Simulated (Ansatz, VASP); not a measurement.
Two plane-wave programs on MgS

Contents of INCAR:

```
  PREC = Accurate
  ENCUT = 520
  EDIFF = 1E-7
  ISMEAR = 0
  SIGMA = 0.01
  LREAL = F
  LASPH = T
  NELM = 150
  ALGO = Normal
  ISIF = 2
  LWAVE = F
  LCHARG = F
  MAGMOM = 0 0 0 0 0 0
  LORBIT = 11
  LSORBIT = T
  GGA_COMPAT = F
  LORBMOM = T
  GGA = PS
  NBANDS = 20
```

KPOINTS

```
Automatic mesh
0
Gamma
  6 6 6
```

File POSCAR:

```
MgS
1.0
    0.0000000000      2.6000000000      2.6000000000
    2.6000000000      0.0000000000      2.6000000000
    2.6000000000      2.6000000000      0.0000000000
Mg S
1 1
Direct
    0.0000000000      0.0000000000      0.0000000000
    0.5000000000      0.5000000000      0.5000000000
```

Input for Ansatz:

```yaml
crystal:
  lattice:
    - [0.0, 2.6, 2.6]
    - [2.6, 0.0, 2.6]
    - [2.6, 2.6, 0.0]
  atoms:
    - { symbol: Mg, position: [0.0, 0.0, 0.0] }
    - { symbol: S, position: [0.5, 0.5, 0.5] }
basis:
  ecutwfc: 420
kpoints:
  mp_grid: { grid: [6, 6, 6] }
  band_path:
    path:
      - [0.0, 0.0, 0.0]
      - [0.0, 0.0, 0.0]
      - [0.0, 0.0, 0.0]
      - [0.0, 0.0, 0.0]
      - [0.0, 0.0, 0.0]
      - [0.0, 0.0, 0.0]
      - [0.0, 0.0, 0.0]
      - [0.0, 0.0, 0.0]
      - [0.0, 0.0, 0.0]
      - [0.0, 0.0, 0.0]
      - [0.0, 0.0, 0.0]
      - [0.0, 0.0, 0.0]
      - [0.0, 0.0, 0.0]
      - [0.0, 0.0, 0.0]
      - [0.0, 0.0, 0.0]
      - [0.0, 0.0, 0.0]
      - [0.0, 0.0, 0.0]
      - [0.0, 0.0, 0.0]
      - [0.0, 0.0, 0.0]
      - [0.0, 0.0, 0.0]
      - [0.0, 0.0, 0.0]
      - [0.0, 0.0, 0.0]
      - [0.0, 0.0, 0.0]
      - [0.0, 0.0, 0.0]
      - [0.0, 0.0, 0.0]
      - [0.0, 0.0, 0.0]
      - [0.3, 0.3, 0.0]
      - [0.3166666667, 0.3166666667, 0.0]
      - [0.3333333333, 0.3333333333, 0.0]
      - [0.35, 0.35, 0.0]
      - [0.3666666667, 0.3666666667, 0.0]
      - [0.3833333333, 0.3833333333, 0.0]
      - [0.4, 0.4, 0.0]
      - [0.4166666667, 0.4166666667, 0.0]
      - [0.4333333333, 0.4333333333, 0.0]
      - [0.45, 0.45, 0.0]
      - [0.4666666667, 0.4666666667, 0.0]
      - [0.4833333333, 0.4833333333, 0.0]
      - [0.5, 0.5, 0.0]
      - [0.5, 0.5, 0.5]
      - [0.5, 0.5, 0.5]
      - [0.5, 0.5, 0.5]
      - [0.5, 0.5, 0.5]
      - [0.5, 0.5, 0.5]
      - [0.5, 0.5, 0.5]
      - [0.5, 0.5, 0.5]
      - [0.5, 0.5, 0.5]
      - [0.5, 0.5, 0.5]
      - [0.5, 0.5, 0.5]
      - [0.5, 0.5, 0.5]
      - [0.5, 0.5, 0.5]
      - [0.5, 0.5, 0.5]
      - [0.5, 0.5, 0.5]
      - [0.5, 0.5, 0.5]
      - [0.5, 0.5, 0.5]
      - [0.5, 0.5, 0.5]
      - [0.5, 0.5, 0.5]
      - [0.5, 0.5, 0.5]
      - [0.5, 0.5, 0.5]
      - [0.5, 0.5, 0.5]
      - [0.5, 0.5, 0.5]
      - [0.5, 0.5, 0.5]
      - [0.5, 0.5, 0.5]
      - [0.5, 0.5, 0.5]
      - [0.5, 0.5, 0.5]
    npoints: 1
hamiltonian:
  xc: pbesol
  pseudopotentials: { kind: paw_fr, azcp: { folder: soft_1 } }
scf:
  occupations: { method: fixed }
  n_extra_bands: 10
output:
  eigenvalues: true
magnetization:
  noncollinear: true
  spin_orbit: true
```

Alike in both runs: task single point; functional PBEsol; k mesh 6 × 6 × 6; non-collinear spin, spin-orbit coupling.

|  | VASP | Ansatz |
| --- | --- | --- |
| version | VASP 6.6.1 | Ansatz 0.2.0 |
| potentials or method | VASP PAW PBE potentials, release 64 (Mg, S) | plane waves, PAW |
| plane-wave cutoff (eV) | 520 | 420 |
| occupations | gaussian, width 0.01 eV | fixed |
| valence electrons in the cell | 8 | 16 |

|  | VASP | Ansatz | Ansatz less VASP |
| --- | --- | --- | --- |
| gap on the k mesh at the Fermi level (eV) | 2.67 | 2.67 | 0.000 |
| least direct gap on the mesh (eV) | 3.58 | 3.58 | +0.001 |
| net moment per atom (μB) | 0.00 | 0.00 | 0.000 |

The two sets of potentials don't hold the same shells in valence. Ansatz warned: «pseudo_functional_mismatch».
